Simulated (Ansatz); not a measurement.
A 2-atom cell of GaAs started from a crystallographic database, relaxed with r2SCAN in Ansatz 0.2.0: the symmetry is F-43m (No. 216, cubic); a = 5.666 Å in the conventional setting, 22.74 Å³ an atom. Around Ga lie 4 As at 2.45 Å; around As lie 4 Ga at 2.45 Å. The primitive cell holds 2 atoms in 45.48 Å³. Non-magnetic throughout; all numbers are computed.

Computed values: PBE gives a gap of 0.47 eV and PBE0 (25 % exact exchange) 1.95 eV; one over PBE's mean ε∞ is 0.072. Without spin-orbit coupling PBE's valence top is a threefold level at Γ and the gap is 0.466 eV; with it the level splits into four states above two, Δ₀ = 0.334 eV apart. HSE06+SOC (4×4×4) gives a least gap of 1.30 eV, direct. r2SCAN's ε∞ is 11.63.

Task: What is the density?

Result: The cell holds 1 Ga, 1 As: M = 1×69.723 + 1×74.922 = 144.64 u in V = 45.48 Å³. ρ = 1.66054 × M/V = 1.66054 × 144.64/45.48 = 5.281 g/cm³, for the static r2SCAN lattice.

Task: Taking the gap as linear in the share of unscreened exchange, estimate the gap of the hybrid whose share is 1/ε∞.

Result: The slope is (1.95 − 0.47)/0.25 = 5.92 eV per unit share, so E_g ≈ 0.47 + 5.92 × 0.072 = 0.90 eV. The run with that share gives 0.87 eV (6×6×6 mesh), -0.03 eV from the straight line.

Task: If the centre of gravity stays and the conduction band doesn't move, what gap follows with spin-orbit coupling?

Result: The fourfold level rises by Δ₀/3 = 0.111 eV and the twofold one falls by 2Δ₀/3, so E_g ≈ 0.466 − 0.111 = 0.355 eV. The PBE+SOC run gives 0.358 eV, +0.003 eV from the estimate.

Task: At what wavelength does absorption set in by HSE06+SOC, excitons left aside?

Result: λ = 1239.84 eV nm/E: 954 nm for the least gap. That lies in the infrared.

Task: What refractive index and reflectivity at normal incidence follow, below the gap and above the phonons?

Result: n = √11.63 = 3.410; R = ((n − 1)/(n + 1))² = (2.410/4.410)² = 29.9 % a face.

Only the levels marked +SOC include spin-orbit coupling.

The meshes of the hybrids are coarse, so their gaps aren't converged to the digits shown.
